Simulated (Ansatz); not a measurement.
**Two Ansatz runs on Ta**

The cell is the one relaxed in the Materials Project (mp-6986), not relaxed further here; entries there can be hypothetical.

First run: DFT, r2SCAN, PAW with Ansatz's default frozen-core files, scalar-relativistic (Ansatz 0.2.0).

Command: `ansatz run input.yaml --threads 1 --pin off --max-ram 2048MiB --backend cpu --events-out ev --progress --plain --runs-dir out` The run took about 19 s on 1 thread of a shared machine.

```yaml
crystal:
  lattice:
    - [0.0, 2.0859058039, 2.0859058039]
    - [2.0859058039, 0.0, 2.0859058039]
    - [2.0859058039, 2.0859058039, 0.0]
  atoms:
    - { symbol: Ta, position: [0.0, 0.0, 0.0] }
kpoints:
  mp_grid: { grid: [14, 14, 14] }
  band_path:
    path:
      - [0.0, 0.0, 0.0]
      - [0.5, 0.0, 0.5]
      - [0.625, 0.25, 0.625]
      - [0.375, 0.375, 0.75]
      - [0.0, 0.0, 0.0]
      - [0.5, 0.5, 0.5]
      - [0.5, 0.25, 0.75]
      - [0.5, 0.0, 0.5]
    npoints: 8
scf:
  occupations: { method: fermi_dirac, width: 0.08 }
hamiltonian:
  xc: r2scan
  pseudopotentials: { kind: paw }
output:
  forces: true
  stress: true
  eigenvalues: true
  efg: { contact_densities: true }
  populations: true
  bader: true
  dos: { projected: true, de: 0.2, e_range: [-14, 8] }
  write_density: true
  write_potential: true
  elf: true
  volumetric_format: npy
```

Result: converged; pressure 5.36 GPa; 6 SCF iterations.

Spin polarisation is left out, and whether a magnetic state lies lower isn't shown here.

Spin–orbit coupling is left out, though it moves levels of the heavy atoms by tenths of an eV or more.

The input is then changed:

```diff
@@ -20,5 +20,5 @@
     npoints: 8
 scf:
-  occupations: { method: fermi_dirac, width: 0.08 }
+  occupations: { method: tetrahedron }
 hamiltonian:
   xc: r2scan
@@ -30,9 +30,3 @@
   efg: { contact_densities: true }
   populations: true
-  bader: true
-  dos: { projected: true, de: 0.2, e_range: [-14, 8] }
-  write_density: true
-  write_potential: true
-  elf: true
-  volumetric_format: npy
```

Problem. What does the second run give?

Solution. It converged; energy at zero smearing -0.2 meV/atom from the first run; pressure 5.49 GPa; 6 SCF iterations.

The results part of its log:

```
SCF 1 converged in 6 iterations: F = -9944.068137 eV  dr2 = 9.21e-10
  greatest PAW one-centre occupation: 0.998 electrons in one spin orbital (limit 2), on the Ta atom at site 0 (counted from 0), in its partial waves of l = 0
NSCF: frozen V_eff on 57 k-points
SCF converged after 6 iterations
Stability not checked: this state was not tested for a lower state beside it, because cold or Methfessel-Paxton smearing, or corrected tetrahedra, fill the levels in a way that the test cannot read (fill_not_monotonic; see scf.lower_state_search)
Free energy (F): -9944.068137 eV
Harris-Foulkes:  -9944.068137 eV  (|F-HF|=1.11e-10)
Internal energy: -9944.068143 eV  (E = F + TS)
E sigma→0 (E₀):  -9944.068137 eV
Entropy (-TS):   0.000005 eV (0.005 meV/atom)
Fermi energy:    18.724607 eV
--- Per-component energies (eV) ---
  E_band       = -118.544320
  E_kinetic    = 366.997225
  E_local      = -551.682122  (includes V_loc(G=0)·N_el)
  E_nonlocal   = 14.618291
  E_hartree    = 191.296936
  E_xc         = -204.439383
  E_vxc        = -221.979611  (∫ρ·V_xc dr)
  E_paw        = -8422.860623  (= ΣΔE_a)
  E_vpaw       = -120.234232  (= ΣTr[D̂ρ^β])
  E_aug_tail   = 0.000082  (compensation charges beyond the density's cutoff)
  E_vtau       = 11.142560  (kinetic-family band-sum trace: ∫τ·v_τ [+ j·A + Jᵃ·Aᵃ] dr)
  E_ewald      = -1337.242270
  E_core_change = -0.756280  (= ΣΔE_core)
  E_smearing   = 0.000005  (= −TS)
  E_closure    = 0.000000  (closes the sum)
  Σ components = -9944.068137   (vs F -9944.068137, Δ=0.00e0)
--- Forces (eV/Å), atoms counted from 1 ---
  atom   1  Ta    -0.00000000     0.00000000     0.00000000
  max |Σ_I F_I| component: 1.75e-32 eV/Å
--- Stress (GPa, compression-positive) ---
        5.491200      -0.000000      -0.000000
        0.000000       5.491200       0.000000
       -0.000000       0.000000       5.491200
  P = ⅓ Tr σ = 5.4912 GPa (54.912 kbar)
--- PAW observables at the nuclei: V_zz in 10²¹ V/m², potentials from the cell's mean, atoms counted from 1 ---
  atom   1  Ta V_zz =    -0.000000   η = 0.0000   by run symmetry: forbidden
            electrostatic potential = -14501.439465 V   contact ρ = 8150796.905606 e/Å³
--- Band table (eV; the first three rows and the last of 104) ---
  k-point 0: bands = ["-50.6207", "-15.8988", "-15.8988", "-15.8988", "10.0572", "19.2313", "19.2313", "19.2313", "22.6286", "22.6286", "31.4082"]
  k-point 1: bands = ["-50.6151", "-15.9627", "-15.9068", "-15.9068", "10.2780", "19.0308", "19.3358", "19.3358", "22.5222", "22.5222", "31.8708"]
  k-point 2: bands = ["-50.5996", "-16.1385", "-15.9288", "-15.9288", "10.9030", "18.5567", "19.5796", "19.5796", "22.3298", "22.3298", "32.9055"]
  k-point 103: bands = ["-50.4702", "-16.7571", "-16.6027", "-16.3434", "15.5965", "16.8207", "18.0857", "21.2474", "25.7370", "29.2993", "29.6743"]
--- Löwdin populations: 1 site ---
  site symbol       q [e]
     0     Ta     12.8787
  spilling = 0.009331 (of n_electrons = 13.000000)
```
